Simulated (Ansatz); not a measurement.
## CaO (Fm-3m): quasi-harmonic thermal expansion

Method: PBEsol, PAW on Ansatz 0.2.0's default frozen-core files (fitted under PBE), scalar-relativistic.

The cell comes from a PAW relaxation under the same functional.

Command:

```sh
ansatz run input.yaml --threads 2 --pin off --max-ram 5120MiB --backend cpu --events-out ev --progress --plain --runs-dir out
```

Input file:

```yaml
crystal:
  lattice:
    - [0.0, 2.38357625398, 2.38357625398]
    - [2.38357625398, 0.0, 2.38357625398]
    - [2.38357625398, 2.38357625398, 0.0]
  atoms:
    - { symbol: Ca, position: [0.0, 0.0, 0.0] }
    - { symbol: O, position: [0.5, 0.5, 0.5] }
kpoints:
  mp_grid: { grid: [8, 8, 8] }
scf:
  occupations: { method: fixed }
hamiltonian:
  xc: pbesol
  pseudopotentials: { kind: paw }
phonons:
  qmesh: [4, 4, 4]
  thermal_expansion: {}
  temperatures: { t_min: 0, t_max: 500, t_step: 50 }
```

The program printed:

```
Warning: RAYON_NUM_THREADS=2 ignored (pool sized by the plan → 2); use --threads N
The last accepted step is kept in <dir> (removed where the run ends without a failure and the disk answers)
Engine: ansatz 0.2.0, aarch64-unknown-linux-gnu
Pseudopotentials: kind: paw
Pseudopotential: Ca, paw, valence charge 10, recommended cutoff 420 eV (normal), Ca.paw.azcp
Pseudopotential: O, paw, valence charge 6, recommended cutoff 420 eV (normal), O.paw.azcp
Functional definition: PBEsol
  exchange = pbesol_x
  correlation = pbesol_c
Crystal: 2 atoms, lattice volume = 27.084 Å³
Basis set: ecut = 487.2 eV, 645 PW (Γ), exchange–correlation on 50×50×50 points (8 copies of the dense FFT grid, shifted against one another)
Bands: 12, of which v1, the nominal top of the filled ones, is band 8 counted from 1 (7 counted from 0)
Symmetry: 48 space group operations
Space group: Fm-3m (ITA 225), of the structure as read, at distance tolerance 3.0e-5 Å
k-points: 29 of 512
Non-local potential: Ca, projectors of the file, l = 0: 3, l = 1: 2, l = 2: 2
Non-local potential: O, projectors of the file, l = 0: 2, l = 1: 2, l = 2: 1
PAW form: soft (Blöchl's): semilocal exchange-correlation on the pseudo side does not see the compensation charge
PAW frozen core: Ca, regenerated for the run's functional, and the local potential with it (the file was generated under x = pbe(κ = 0.804, μ = 0.2195149727645171), c = pbe(β = 0.06672455060314922))
PAW frozen core: O, regenerated for the run's functional, and the local potential with it (the file was generated under x = pbe(κ = 0.804, μ = 0.2195149727645171), c = pbe(β = 0.06672455060314922))
PAW one-centre angular grid: Ca, 110 points (default); XC on 64 Gauss nodes
PAW one-centre angular grid: O, 110 points (default); XC on 64 Gauss nodes
Initial density: superposition of atomic densities (neutral atoms: chi_scale 0, normalization atom), corrected by the library's trained network
Initial wavefunctions: pseudopotential atomic-orbital guess
Functional: x = pbesol(κ = 0.804, μ = 0.12345679012345678), c = pbesol(β = 0.046)
SCF iter   1: F=—  HF=-2358.123882 eV  |F-HF|=—  |Δ(HF+E_count)|=         —  Δρ=1.43e-2  dr2=5.03e-2  ethr=1.77e-3  ⟨swp⟩=4.6  Hψ=2045  notcnv=0  defer=6
preconditioner: auto → none  [insulator: Δε(μ)=3.331 eV  Ē_g=18.028 eV  n_scr=8 (ndim 8)  ℏωp=26.7 eV  f_vac=0.000  ε∞_Penn≈3.2]
SCF iter   2: F=—  HF=-2358.118205 eV  |F-HF|=—  |Δ(HF+E_count)|=   5.68e-3  Δρ=1.17e-2  dr2=3.11e-2  ethr=3.14e-4  ⟨swp⟩=2.0  Hψ=755  notcnv=0  defer=44
SCF iter   3: F=—  HF=-2358.110601 eV  |F-HF|=—  |Δ(HF+E_count)|=   7.60e-3  Δρ=1.37e-3  dr2=4.35e-4  ethr=1.94e-4  ⟨swp⟩=2.0  Hψ=500  notcnv=0  defer=51
SCF iter   4: F=—  HF=-2358.110519 eV  |F-HF|=—  |Δ(HF+E_count)|=   8.26e-5  Δρ=3.82e-4  dr2=1.22e-5  ethr=2.72e-6  ⟨swp⟩=2.0  Hψ=607  notcnv=0  defer=54
SCF iter   5: F=—  HF=-2358.110521 eV  |F-HF|=—  |Δ(HF+E_count)|=   2.32e-6  Δρ=1.44e-4  dr2=5.32e-6  ethr=7.64e-8  ⟨swp⟩=2.0  Hψ=464  notcnv=0  defer=1
SCF iter   6: F=—  HF=-2358.110519 eV  |F-HF|=—  |Δ(HF+E_count)|=   2.05e-6  Δρ=3.27e-5  dr2=2.73e-7  ethr=3.33e-8  ⟨swp⟩=2.0  Hψ=425  notcnv=0
[... 18 lines left out ...]
  E_hartree    = 289.352346
  E_xc         = -210.662085
  E_vxc        = -266.486376  (∫ρ·V_xc dr)
  E_paw        = -989.079808  (= ΣΔE_a)
  E_vpaw       = -100.414290  (= ΣTr[D̂ρ^β])
  E_aug_tail   = 0.001348  (compensation charges beyond the density's cutoff)
  E_ewald      = -1139.231950
  E_core_change = 0.154082  (= ΣΔE_core)
  E_smearing   = -0.000000  (= −TS)
  E_closure    = 0.000000  (closes the sum)
  Σ components = -2358.110520   (vs F -2358.110520, Δ=0.00e0)
--- Forces (eV/Å), atoms counted from 1 ---
  atom   1  Ca    -0.00000000     0.00000000     0.00000000
  atom   2  O      0.00000000    -0.00000000     0.00000000
  max |Σ_I F_I| component: 1.25e-29 eV/Å
--- Stress (GPa, compression-positive) ---
        0.003650       0.000000       0.000000
        0.000000       0.003650       0.000000
       -0.000000      -0.000000       0.003650
  P = ⅓ Tr σ = 0.0036 GPa (0.036 kbar)
── thermal expansion: 3 new cells, 3 in all ──
thermal expansion: relaxation of cell 2
thermal expansion: relaxation of cell 3
── thermal expansion: 2 new cells, 5 in all ──
thermal expansion: relaxation of cell 4
thermal expansion: lower-state search of cell 4
thermal expansion: phonons of cell 4
thermal expansion: relaxation of cell 5
thermal expansion: phonons of cell 5
── thermal expansion: 5 new cells, 10 in all ──
thermal expansion: relaxation of cell 6
thermal expansion: relaxation of cell 7
thermal expansion: relaxation of cell 8
thermal expansion: relaxation of cell 9
thermal expansion: relaxation of cell 10
thermal expansion: phonons of cell 6
thermal expansion: phonons of cell 7
--- Relaxed structure (1 steps of the walk, 1 accepted, 0 SCFs on fresh bases) ---
  F+E_penalty+E_count = -2358.11052023 eV   max|allowed force component| = 8.612e-30 eV/Å
  atoms:
    - { symbol: Ca, position: [0.0, 0.0, 0.0] }
    - { symbol: O, position: [0.5, 0.5, 0.5] }
--- Thermal expansion: 10 cells in 3 rounds, 0 GPa ---
  no lower state was reached at cell 4
  without vibrations: a 3.37092, b 3.37092, c 3.37092 Å, V 27.0852 Å³, B 115.43 GPa
  at 0 K: a 3.38062, b 3.38062, c 3.38062 Å, V 27.3195 Å³, B 112.23 GPa
  zero-point expansion: a +0.288, b +0.288, c +0.288, V +0.865 %
      T/K        a/Å        b/Å        c/Å       V/Å³ | expansion of a, b, c, V (1e-6/K)   | that of V in the mean from 25 °C | C_P, C_V (J/mol K of the cell) | B_T, B_S (GPa)
     0.00    3.38062    3.38062    3.38062    27.3195 |    0.00    0.00    0.00    0.00 |   21.93 |     0.000     0.000 |   112.23   112.23
    50.00    3.38065    3.38065    3.38065    27.3203 |    0.90    0.90    0.90    2.69 |   26.23 |     3.239     3.239 |   112.18   112.21
   100.00    3.38113    3.38113    3.38113    27.3320 |    5.02    5.02    5.02   15.05 |   30.70 |    16.813    16.771 |   111.66   111.94
   150.00    3.38230    3.38230    3.38230    27.3604 |    8.59    8.59    8.59   25.76 |   34.08 |    28.490    28.309 |   110.66   111.37
   200.00    3.38396    3.38396    3.38396    27.4007 |   10.84   10.84   10.84   32.53 |   36.53 |    35.846    35.464 |   109.45   110.63
   250.00    3.38593    3.38593    3.38593    27.4485 |   12.29   12.29   12.29   36.87 |   38.37 |    40.412    39.804 |   108.13   109.78
   298.15    3.38802    3.38802    3.38802    27.4993 |   13.26   13.26   13.26   39.78 |       - |    43.287    42.452 |   106.81   108.91
   300.00    3.38810    3.38810    3.38810    27.5013 |   13.29   13.29   13.29   39.88 |   39.83 |    43.377    42.534 |   106.76   108.87
   350.00    3.39042    3.39042    3.39042    27.5578 |   14.04   14.04   14.04   42.13 |   41.05 |    45.415    44.329 |   105.34   107.92
   400.00    3.39285    3.39285    3.39285    27.6172 |   14.65   14.65   14.65   43.96 |   42.11 |    46.896    45.561 |   103.88   106.93
   450.00    3.39539    3.39539    3.39539    27.6791 |   15.18   15.18   15.18   45.53 |   43.06 |    48.029    46.437 |   102.40   105.91
   500.00    3.39800    3.39800    3.39800    27.7432 |   15.65   15.65   15.65   46.95 |   43.94 |    48.936    47.079 |   100.88   104.86
  the static fit leaves 0.001 meV an atom of the energies and, of the stresses, 0.000 GPa of each cell's largest along a strain (root mean squares over the cells), whose Pulay part it has at -0.012 GPa
  vibrations' free energy: its fit passes through its cells
  the electrons' free energy at temperature is not in it: every band gap is over 0.52 eV
  free energies summed between the sampled wave vectors
  estimated error of the fitted expansion in any direction: up to 0.042e-6/K, at 500 K, with few degrees of freedom (an estimate, not a bound: it was exceeded on models of known expansion)
  by sums over the sampled wave vectors an expansion of the volume parts by up to 0.16e-6/K
  by a static energy of one degree less an expansion of the volume parts by up to 0.03e-6/K
  band gaps on the cells' k-points are 3.526 to 3.564 eV
```

The calculation finished and met its thresholds.

Head of thermal_expansion.tsv:

```
# thermal expansion in the quasi-harmonic approximation; lengths in Å, angles in degrees, expansions in K^-1, heat capacities and entropies in eV/K of the cell, energies in eV of the cell
# pressure_gpa: 0
# no lower state was reached at cell 4
# cell 1, search: [[0.0, 2.38357625398, 2.38357625398], [2.38357625398, 0.0, 2.38357625398], [2.38357625398, 2.38357625398, 0.0]] Å
# cell 2, search: [[0.0, 2.40264486401184, 2.40264486401184], [2.40264486401184, 0.0, 2.40264486401184], [2.40264486401184, 2.40264486401184, 0.0]] Å
# cell 3, search: [[0.0, 2.3646589821230157, 2.3646589821230157], [2.3646589821230157, 0.0, 2.3646589821230157], [2.3646589821230157, 2.3646589821230157, 0.0]] Å
# cell 4, equilibrium: [[0.0, 2.38378115317027, 2.38378115317027], [2.38378115317027, 0.0, 2.38378115317027], [2.38378115317027, 2.38378115317027, 0.0]] Å
# cell 5, direction_probe: [[0.0, 2.395700058936121, 2.395700058936121], [2.395700058936121, 0.0, 2.395700058936121], [2.395700058936121, 2.395700058936121, 0.0]] Å
# cell 6, path: [[0.0, 2.400886114229724, 2.400886114229724], [2.400886114229724, 0.0, 2.400886114229724], [2.400886114229724, 2.400886114229724, 0.0]] Å
# cell 7, path: [[0.0, 2.4094845664807085, 2.4094845664807085], [2.4094845664807085, 0.0, 2.4094845664807085], [2.4094845664807085, 2.4094845664807085, 0.0]] Å
# cell 8, static_along: [[0.0, 2.3601209407393577, 2.3601209407393577], [2.3601209407393577, 0.0, 2.3601209407393577], [2.3601209407393577, 2.3601209407393577, 0.0]] Å
# cell 9, static_along: [[0.0, 2.3719215454430547, 2.3719215454430547], [2.3719215454430547, 0.0, 2.3719215454430547], [2.3719215454430547, 2.3719215454430547, 0.0]] Å
# cell 10, static_along: [[0.0, 2.422440018441819, 2.422440018441819], [2.422440018441819, 0.0, 2.422440018441819], [2.422440018441819, 2.422440018441819, 0.0]] Å
# free energies summed between the sampled wave vectors
# fit_thermal_expansion_error: an estimate, not a bound: it was exceeded on models of known expansion
# T[K]	a	b	c	alpha	beta	gamma	volume	a_expansion	b_expansion	c_expansion	volumetric_expansion	alpha_rate[deg/K]	beta_rate[deg/K]	gamma_rate[deg/K]	mean_volumetric_expansion	C_P	C_V	entropy	helmholtz_free_energy	gibbs_fre
```

Thermal expansion:

Quasi-harmonic lattice of a crystal by Kohn-Sham DFT: finite-displacement phonons on strained cells about the given cell, electrons' free energy included in metals.

```tsv
temperature (K)	volume expansion coefficient (×10⁻⁶/K)	volume over given cell less one (%)	heat capacity constant pressure (k_B/atom)	isothermal bulk modulus (GPa)	grueneisen parameter
50	2.693	0.8716	0.1948	112.2	1.535
100	15.05	0.9147	1.011	111.7	1.65
150	25.76	1.02	1.713	110.7	1.659
200	32.53	1.168	2.156	109.4	1.657
250	36.87	1.345	2.43	108.1	1.656
300	39.88	1.54	2.609	106.8	1.658
350	42.13	1.748	2.731	105.3	1.661
400	43.96	1.968	2.82	103.9	1.667
450	45.53	2.196	2.888	102.4	1.673
500	46.95	2.433	2.943	100.9	1.681
```

Caveats: frozen-core PAW files fitted under PBE, their cores solved anew for the functional of the run; expansion moves with the q mesh.

It took 14 min on 2 threads of Arm Neoverse V1 (shared host), peak memory 0.78 GiB.
